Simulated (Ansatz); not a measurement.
# Bi: the cost of one run

Program: Ansatz 0.2.0. Level of theory: DFT PBE, scalar-relativistic. These are calculated values, not measurements.

## (1) The structure to begin with

Symmetry: C2/m, No. 12, monoclinic system. The conventional cell has a = 6.673 Å, b = 6.111 Å, c = 3.300 Å, α = 90.00°, β = 110.41°, γ = 90.00°. Around Bi (site symmetry m) lie 6 Bi at 3.15 to 3.31 Å.

Coordinates:

```
Bi
1.0
     3.33628   -3.05540    0.00000
     3.33628    3.05540    0.00000
    -1.15098    0.00000    3.09291
Bi
2
Direct
  0.25180 0.25180 0.14900
  0.74820 0.74820 0.85100
```

Atoms are numbered in the order of the input: Bi1, Bi2.

## (2) Volume × 0.94, LAPW

File input.yaml:

```yaml
crystal:
  lattice:
    - [3.2681735428, -2.9930273966, 0.0]
    - [3.2681735428, 2.9930273966, 0.0]
    - [-1.1274840194, 0.0, 3.0297716715]
  atoms:
    - { symbol: Bi, position: [0.2518, 0.2518, 0.149] }
    - { symbol: Bi, position: [0.7482, 0.7482, 0.851] }
kpoints:
  mp_grid: { grid: [8, 8, 11] }
  band_path:
    path:
      - [0.0, 0.0, 0.0]
      - [-0.4887142109, 0.4887142109, 0.0]
      - [-0.5112857891, -0.4887142109, 0.0]
      - [-0.5, -0.5, 0.0]
      - [0.0, 0.0, 0.0]
      - [-0.5, -0.5, 0.5]
      - [-0.6796217385, -0.3203782615, 0.5]
      - [-0.3203782615, 0.3203782615, 0.5]
      - [0.0, 0.0, 0.5]
    npoints: 5
scf:
  occupations: { method: fermi_dirac, width: 0.05 }
hamiltonian:
  xc: pbe
  pseudopotentials: { kind: all_electron, lapw: { basis_error: 0.00025 } }
output:
  forces: true
  stress: true
  eigenvalues: true
```

The run is started by

```bash
$ ansatz run input.yaml --threads 1 --pin off --max-ram 3072MiB --backend cpu --events-out ev --progress --plain --runs-dir out
```

**Question.** How long does this run take on 1 thread of Intel Xeon Platinum 8375C at 2.90GHz (Ice Lake), shared host, and how much memory does it need?

About 91 s, with a peak of 0.94 GiB.
